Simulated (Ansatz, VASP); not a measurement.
## One calculation of C, two programs

File INCAR:

```
ALGO     = Normal         # electronic algorithm
EDIFF    = 1E-7           # SCF threshold, eV
ENCUT    = 520            # plane-wave cutoff, eV
ISIF     = 2              # what is computed and relaxed
ISMEAR   = 0              # smearing method
LASPH    = True           # aspherical terms in the spheres
LCHARG   = False          # write CHGCAR
LREAL    = False          # projectors in reciprocal space
LWAVE    = False          # write WAVECAR
NBANDS   = 36             # bands
NELM     = 60             # most SCF steps
PREC     = Accurate       # precision mode
SIGMA    = 0.05           # smearing width, eV
```

KPOINTS

```
k-points
0
Gamma
  12 12 2
```

POSCAR

```
C
1.0
    2.4921382545      0.0000000000      0.0000000000
   -1.2460691272      2.1582550381      0.0000000000
    0.0000000000      0.0000000000     12.2917957867
C
12
Direct
    0.0000000000      0.0000000000      0.1868599868
    0.0000000000      0.0000000000      0.6868599868
    0.0000000000      0.0000000000      0.3131400132
    0.0000000000      0.0000000000      0.8131400132
    0.3333333333      0.6666666667      0.5207718743
    0.6666666667      0.3333333333      0.0207718743
    0.3333333333      0.6666666667      0.9792281257
    0.6666666667      0.3333333333      0.4792281257
    0.3333333333      0.6666666667      0.6450609412
    0.6666666667      0.3333333333      0.1450609412
    0.3333333333      0.6666666667      0.8549390588
    0.6666666667      0.3333333333      0.3549390588
```

Input for Ansatz:

```yaml
crystal:
  lattice:
    - [2.4921382545, 0.0, 0.0]
    - [-1.2460691272, 2.1582550381, 0.0]
    - [0.0, 0.0, 12.2917957867]
  atoms:
    - { symbol: C, position: [0.0, 0.0, 0.1868599868] }
    - { symbol: C, position: [0.0, 0.0, 0.6868599868] }
    - { symbol: C, position: [0.0, 0.0, 0.3131400132] }
    - { symbol: C, position: [0.0, 0.0, 0.8131400132] }
    - { symbol: C, position: [0.3333333333, 0.6666666667, 0.5207718743] }
    - { symbol: C, position: [0.6666666667, 0.3333333333, 0.0207718743] }
    - { symbol: C, position: [0.3333333333, 0.6666666667, 0.9792281257] }
    - { symbol: C, position: [0.6666666667, 0.3333333333, 0.4792281257] }
    - { symbol: C, position: [0.3333333333, 0.6666666667, 0.6450609412] }
    - { symbol: C, position: [0.6666666667, 0.3333333333, 0.1450609412] }
    - { symbol: C, position: [0.3333333333, 0.6666666667, 0.8549390588] }
    - { symbol: C, position: [0.6666666667, 0.3333333333, 0.3549390588] }
basis:
  ecutwfc: 520.0
kpoints:
  mp_grid: { grid: [12, 12, 2] }
hamiltonian:
  xc: lda
  pseudopotentials: { kind: paw, azcp: { folder: soft_1 } }
scf:
  occupations: { method: gaussian, width: 0.05 }
output:
  forces: true
  stress: true
  eigenvalues: true
  write_density: true
  write_potential: true
  elf: true
  volumetric_format: npy
```

This is a hexagonal form of diamond, not graphite.

Alike in both runs: task single point; functional LDA; k mesh 12 × 12 × 2; occupations gaussian, width 0.05 eV; no spin polarisation.

|  | VASP | Ansatz |
| --- | --- | --- |
| version | VASP 6.6.1 | Ansatz 0.2.0 |
| potentials or method | VASP PAW LDA potentials, release 64 (C) | scalar-relativistic, plane waves, PAW |
| plane-wave cutoff (eV) | 520 | 520 |
| valence electrons in the cell | 48 | 48 |

Ansatz gave:

```
gap on the k mesh at the Fermi level (eV) : 4.51
least direct gap on the mesh (eV)         : 5.41
pressure (GPa)                            : 0.0
```

Question: Estimate VASP's values.

Answer: gap on the k mesh at the Fermi level (eV): 4.50; least direct gap on the mesh (eV): 5.41; pressure (GPa): 1.7.

Ansatz warned: «pseudo_functional_mismatch».
